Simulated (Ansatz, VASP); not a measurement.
# Yb in VASP and in Ansatz

The input INCAR:

```
ALGO = Normal ; EDIFF = 1E-6
EDIFFG = -0.01 ; ENCUT = 600
GGA = PS ; IBRION = 2
ISIF = 3 ; ISMEAR = 0
LASPH = T ; LCHARG = F
LREAL = F ; LWAVE = F
NELM = 100 ; NSW = 50
PREC = Accurate ; SIGMA = 0.15
```

KPOINTS

```
k-points
0
Gamma
  8 8 8
```

Contents of POSCAR:

```
Yb
1.0
    0.0000000000      2.7431000000      2.7431000000
    2.7431000000      0.0000000000      2.7431000000
    2.7431000000      2.7431000000      0.0000000000
Yb
1
Direct
    0.0000000000      0.0000000000      0.0000000000
```

Input for Ansatz:

```yaml
crystal:
  lattice:
    - [0.0, 2.7431, 2.7431]
    - [2.7431, 0.0, 2.7431]
    - [2.7431, 2.7431, 0.0]
  atoms:
    - { symbol: Yb, position: [0.0, 0.0, 0.0] }
basis:
  ecutwfc: 476.19925930478996
kpoints:
  mp_grid:
    grid: [8, 8, 8]
hamiltonian:
  xc: pbesol
  dispersion: none
scf:
  occupations:
    method: gaussian
    width: 0.15
relax:
  max_steps: 30
  cell: {}
```

Alike in both runs: task relaxation of cell and atoms; functional PBEsol; k mesh 8 × 8 × 8; occupations gaussian, width 0.15 eV; no spin polarisation.

|  | VASP | Ansatz |
| --- | --- | --- |
| version | VASP 6.6.1 | Ansatz 0.2.0 |
| potentials or method | VASP PAW PBE potentials, release 64 (Yb) | plane waves, PAW |
| plane-wave cutoff (eV) | 600 | 476 |
| valence electrons in the cell | 24 | 24 |

VASP gave:

- relaxed volume (Å³/atom): 32.52
- relaxed cell length with the largest relative difference (Å): 3.583
- energy change over the relaxation (meV/atom): -122

Task: Which values does Ansatz return?

Result: Relaxed volume (Å³/atom): 32.52; relaxed cell length with the largest relative difference (Å): 3.583; energy change over the relaxation (meV/atom): -108.

Caveats: the volume moved by over 15 % at a fixed basis, so the end points are rough; the PAW data sets were made with another functional, which shifts forces and pressure a little (VASP); the volume moved by -21 % from the deposited cell, more than functionals usually miss. Spin polarisation is off, so any magnetic state and its effect on volume and gap are missing. The runs have no spin-orbit coupling, so splittings on Yb are missing.
